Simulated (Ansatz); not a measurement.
**CoSi2 (Fm-3m), a film clamped to a substrate**

Method: DFT PBEsol, scalar-relativistic, plane waves, PAW (Ansatz 0.2.0). Settings: plane waves to 420 eV, k-mesh 16×16×16 (Γ-centred), Gaussian smearing 0.15 eV. No spin polarisation. A magnetic state may lie lower. Energies are free energies at this smearing, counted from the undisturbed cell; pressure is positive in compression.

The undisturbed cell (relaxed at this level):

```
Co Si
1.0
     0.00000    2.65625    2.65625
     2.65625    0.00000    2.65625
     2.65625    2.65625    0.00000
Co Si
1 2
Direct
  0.00000 0.00000 0.00000
  0.25000 0.25000 0.25000
  0.75000 0.75000 0.75000
```

The cell (3 atoms, V0 = 37.48 Å³) is strained by p along both x and y and by q along z, fractional coordinates fixed. τp = (1/V0) ∂E/∂p = (σxx + σyy)(1 + p)(1 + q) and τq = (1/V0) ∂E/∂q = σzz(1 + p)², with tension positive.

```
     p q  ΔE (meV/atom)  τp (GPa)  τq (GPa)
 0.000   0.000           0.00      0.04      0.02
-0.025   0.000          21.97    -23.37     -8.69
 0.025   0.000          19.34     19.13      7.38
 0.000  -0.025           6.77     -8.28     -7.20
 0.000   0.025           6.05      7.75      6.00
```

Task: Get the second derivatives of the energy density.

Result: Central differences give A = ∂τp/∂p = 850 GPa (C11 + C22 + 2 C12), C = ∂τq/∂q = 264 GPa (C33) and the cross term B = ∂τq/∂p = 321 GPa (C13 + C23); ∂τp/∂q = 321 GPa must equal B, and any difference shows higher-order terms. The ions are clamped. In a cubic crystal C11 = C = 264, C12 = B/2 = 161 GPa and A should be 2(C11 + C12) = 849 GPa; the bulk modulus is (C11 + 2 C12)/3 = 195 GPa.

Task: A film of this crystal grows with z along the normal on a substrate that imposes p. How does its thickness respond, and what does the misfit cost?

Result: Count p and q from the stress-free cell. A free surface needs τq = 0, so q = −(B/C) p = -1.22 p. The energy density left is (A − B²/C) p²/2 = M p², with the biaxial modulus M = 229 GPa; a misfit of 1 % costs 1.79 meV/atom, against 3.31 meV/atom if the thickness were held.

In a metal these slopes depend on the k mesh and the smearing.

The film thins by more than the in-plane strain imposed on it, and this freedom nearly halves the misfit energy. The reason lies in the fluorite geometry: the Co-Si bonds point along the cube diagonals, so a tetragonal distortion at constant volume leaves their lengths unchanged to first order and only bends the angles. A volume change stretches or compresses every bond, so the lattice resists it more strongly, and the free surface lets the film recover much of its volume.

Clamping the ions does no harm here, since symmetry holds Si at its site under these strains; C11 and C12 are therefore also the relaxed-ion values. The bulk modulus of 195 GPa is higher than measured for CoSi2, probably because PBEsol binds 3d metal compounds somewhat too tightly and thermal softening is absent. The misfit cost is then likely an upper-side estimate. It applies to a (001) film; the common (111) epitaxy on silicon also needs C44, for which internal displacements of Si do matter.
